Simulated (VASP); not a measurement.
# MgH₂: restarted molecular dynamics, 2 variants

MgH₂, Pca2_1 (no. 29), 12 atoms in the cell. PBE, molecular dynamics; PAW potentials Mg, H (PBE set).

| Restart from | Temperature at the end (K) | The same without a restart (K) | Potential energy at the end (eV/atom) | The same without a restart (eV/atom) | Electronic steps in the first step after the restart | Time (s) |
|---|---|---|---|---|---|---|
| CONTCAR with velocities, WAVECAR read | 587.0 | 587.0 | -2.77692 | -2.77692 | 4 | 134 |
| CONTCAR with velocities, no WAVECAR | 587.0 | 587.0 | -2.77692 | -2.77692 | 12 | 148 |

Limits: 30 fs of 12 atoms are too short for converged averages; the cell is only 4.6 Å across, so each atom moves in step with near copies of itself.

## Input of the first row

INCAR.step1:
```
SYSTEM = MgH2
  GGA = PE
  PREC = Normal
  ENCUT = 250
  EDIFF = 1E-6
  NELMIN = 4
  NELM = 60
  ALGO = Normal
  LREAL = Auto
  LASPH = .True.
  ISMEAR = 0
  SIGMA = 0.05
  ISYM = 0
  LWAVE = .True.
  LCHARG = .False.
  IBRION = 0
  NSW = 30
  POTIM = 0.5
  TEBEG = 1600
  ISIF = 2
  RANDOM_SEED = 61647 0 0
  MDALGO = 1
  ANDERSEN_PROB = 0.0
  KPAR = 2
```

INCAR.step2, as INCAR.step1 but for:
```
- LWAVE = .True.
+ LWAVE = .False.
```

KPOINTS:
```
k-points
0
Monkhorst-Pack
  2 2 2
```

POSCAR.step1:
```
MgH2
1.0
    4.8637515200      0.0000000000      0.0000000000
    0.0000000000      4.6460082300      0.0000000000
    0.0000000000      0.0000000000      4.7386725500
Mg H
4 8
Direct
    0.0296111500      0.2639324200      0.2484411400
    0.5296111500      0.7360675800      0.2484411400
    0.4703888500      0.2639324200      0.7484411400
    0.9703888500      0.7360675800      0.7484411400
    0.8797788600      0.9063686900      0.3611411100
    0.7427936800      0.4460264600      0.0288187500
    0.7572063200      0.4460264600      0.5288187500
    0.1202211400      0.0936313100      0.8611411100
    0.6202211400      0.9063686900      0.8611411100
    0.2572063200      0.5539735400      0.5288187500
    0.3797788600      0.0936313100      0.3611411100
    0.2427936800      0.5539735400      0.0288187500
```

Commands (each step's output is kept before the next begins):
```
cat potpaw_PBE.64/Mg/POTCAR potpaw_PBE.64/H/POTCAR > POTCAR
cp INCAR.step1 INCAR
cp POSCAR.step1 POSCAR
mpirun -np 2 vasp_std > vasp.out
cp CONTCAR POSCAR
cp INCAR.step2 INCAR
mpirun -np 2 vasp_std > vasp.out
```

Changes of the last row against the first:
```
(step 1)
- LWAVE = True
+ LWAVE = False
```

VASP 6.6.1 took 134 s on 2 cores (AMD EPYC 7R43 (Zen 3)), a shared host.
